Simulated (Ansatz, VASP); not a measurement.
# HfO2: VASP beside Ansatz

```
Hf O
1.0
     0.00000    2.55750    2.55750
     2.55750    0.00000    2.55750
     2.55750    2.55750    0.00000
Hf O
1 2
Direct
  0.05865 0.94135 0.82405
  0.25000 0.25000 0.25000
  0.75000 0.75000 0.75000
```

Alike in both runs: task single point; functional r2SCAN; k mesh 8 × 8 × 8; occupations gaussian, width 0.05 eV; no spin polarisation.

|  | VASP | Ansatz |
| --- | --- | --- |
| version | VASP 6.6.1 | Ansatz 0.2.0 |
| potentials or method | VASP PAW PBE potentials, release 64 (Hf_pv, O) | scalar-relativistic, plane waves, PAW |
| plane-wave cutoff (eV) | 520 | 500 |
| valence electrons in the cell | 22 | 38 |

|  | VASP | Ansatz | Ansatz less VASP |
| --- | --- | --- | --- |
| gap on the k mesh at the Fermi level (eV) | 3.67 | 3.71 | +0.040 |
| least direct gap on the mesh (eV) | 3.78 | 3.82 | +0.040 |
| rms of the force components (eV/Å) | 5.023 | 4.986 | -0.0364 |

Atom by atom the forces differ by 0.068 eV/Å (rms over components). The two sets of potentials don't hold the same shells in valence.

Caveats: the PAW data sets were made with another functional, which shifts forces and pressure a little (VASP); spin-orbit coupling is left out, which moves the levels of the heavy elements. A k mesh can miss the band edges.
